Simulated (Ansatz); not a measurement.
# LiH and the effect of the functional

The structure is cubic, space group Fm-3m (No. 225). The conventional cell has a = 4.074 Å, b = 4.074 Å, c = 4.074 Å, α = 90.00°, β = 90.00°, γ = 90.00°. Li (site symmetry m-3m) is surrounded by 6 H at 2.04 Å. H (site symmetry m-3m) has 6 Li at 2.04 Å as nearest neighbours.

Kept alike: task band structure; k mesh 11 × 11 × 11; occupations fermi-dirac, width 0.05 eV; no spin polarisation. Program: Ansatz, all-electron LAPW, scalar-relativistic. The mesh is that of the run's cell of 2 atoms. No spin-orbit coupling.

```csv
functional,band gap (eV),pressure (GPa)
LDA,2.658,-4.07
PBE,3.018,-1.66
PBEsol,2.788,-2.33
```

Pressure is positive in compression. Gaps are the smaller of the mesh's and the band path's.

**Question.** What does the functional change here?

**Answer.** The band gap runs from 2.658 (LDA) to 3.018 eV (PBE). From PBE: LDA -0.360; PBEsol -0.230. The pressure runs from -4.07 (LDA) to -1.66 GPa (PBE). From PBE: LDA -2.41; PBEsol -0.67. A positive pressure means that the functional's own cell is larger than the one given, a negative one that it is smaller.
